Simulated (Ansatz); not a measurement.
# C: the cost of one run

Computed with Ansatz 0.2.0 (DFT PBE+D3(BJ), scalar-relativistic, plane waves, PAW, unless a step's input says otherwise).

5 further runs of the same task are left out: 5 set aside as unsound or not needed.

### 1 The system as given

Symmetry: R-3m, No. 166, trigonal system. The conventional cell has a = 2.465 Å, b = 2.465 Å, c = 10.075 Å, α = 90.00°, β = 90.00°, γ = 120.00°. Around C (site symmetry 3m) lie 3 C at 1.42 Å.

Coordinates:

```
CELL_PARAMETERS angstrom
1.23248 0.71157 3.35822
-1.23248 0.71157 3.35822
0.00000 -1.42314 3.35822
ATOMIC_POSITIONS crystal
C 0.16661 0.16661 0.16661
C 0.83339 0.83339 0.83339
```

This cell was relaxed beforehand with the same method: volume 8.84 Å³/atom, gap on the mesh 0.65 eV.

### 3 Setting up the map

Atoms count from 1 in the order of the input.

The upper layer of a bilayer is slid over the lower one; relaxed at each slide: nothing; the origin of the map has C3 above C1; the distance between the facing planes is held at 3.01 Å.

First coordinate, slide of the upper layer along the first cell vector, from C3 above C1: 6 values from 0.000 to 0.833, periodic. Second coordinate, slide of the upper layer along the second cell vector, from C3 above C1: 6 values from 0.000 to 0.833, periodic.

Nothing else is relaxed. Points are written as (first, second).

The two vectors of the plane (Å): (2.466, 0.000, 0.000); (-1.233, 2.135, 0.000).

(The set-up runs are not shown.)

### 4 The run at (0/6, 0/6) of the map's two axes

Contents of input.yaml:

```yaml
crystal:
  lattice:
    - [2.4656524409, 0.0, 0.0]
    - [-1.2328262205, 2.1353176508, 0.0]
    - [0.0, 0.0, 17.5000663883]
  atoms:
    - { symbol: C, position: [0.6666666667, 0.3333333333, 0.2571437784] }
    - { symbol: C, position: [0.3333333333, 0.6666666667, 0.2571418816] }
    - { symbol: C, position: [0.6666666667, 0.3333333333, 0.4291450227] }
    - { symbol: C, position: [0.3333333333, 0.6666666667, 0.4291431259] }
basis:
  ecutwfc: 420
kpoints:
  mp_grid: { grid: [15, 15, 1] }
hamiltonian:
  xc: pbe
  pseudopotentials: { kind: paw, azcp: { folder: soft_1 } }
  dispersion: d3bj
scf:
  occupations: { method: gaussian, width: 0.1 }
output:
  forces: true
  eigenvalues: true
efield:
  axis: 3
  dipole_correction: true
  ramp_width: 0.04
```

The run is started by

```
$ ansatz run input.yaml --threads 1 --pin off --max-ram 3072MiB --backend cpu --events-out ev --progress --plain --runs-dir out
```

What time and memory should one allow on 1 thread of Arm Neoverse V1, shared host?

About 6 s, with a peak of 0.32 GiB.
